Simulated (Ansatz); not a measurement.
Sn: the change of pressure with volume scale

Results calculated with Ansatz 0.2.0, not measured. Periodic Kohn-Sham DFT of a crystal at fixed atoms, scaled to volume_scale times the given cell; pressure positive in compression, energy less spherical unpolarised free atoms, largest_vzz the field gradient of largest size among the nuclei.

The cell before it is scaled or strained (space group Fd-3m, No. 227):
```
CELL_PARAMETERS angstrom
0.00000 3.24560 3.24560
3.24560 0.00000 3.24560
3.24560 3.24560 0.00000
ATOMIC_POSITIONS crystal
Sn 0.50000 0.50000 0.50000
Sn 0.75000 0.75000 0.75000
```

Settings of every row: method frozen-core PAW; functional PBE; relativity scalar; k mesh 9x9x9; filling fermi-dirac; smearing width 0.03 eV; wave cutoff 420 eV; paw set soft_2.

Atom start moment: 0 on all atoms.

```csv
row,volume scale,V (Å³/atom),pressure (GPa)
1,0.94,32.138,6.811
2,0.96,32.821,5.472
3,0.98,33.505,4.271
4,0.99,33.847,?
5,1.01,34.531,2.702
6,1.02,34.873,2.236
7,1.04,35.556,1.382
```

Question: what pressure should row 4 give?

Worked fit of pressure. Take u = (V_r/V)^(2/3) − 1 with V_r = 34.018 Å³ an atom, which is twice the finite (Eulerian) strain; such expansions in the strain, on which the Birch-Murnaghan equation of state is built, carry the rest volume and the bulk modulus. The shown rows have u = 0.03863, 0.02417, 0.01018, -0.00993, -0.01641, -0.02905. Least squares give pressure = 3.4534 + 77.935 × u + 230.05 × u² + 63 × u³ GPa; a parabola predicts inner rows, each left out in turn, worse (root mean square 0.0009 against 0.00056 GPa). All shown rows lie on it to the printed digit. The withheld row has u = 0.00337, so the fit gives 3.4534 + 77.935 × (0.00337) + 230.05 × (0.00337)² + 63 × (0.00337)³ = 3.719 GPa.

The calculation gave 3.719 GPa. The fit meets it to the printed digit.
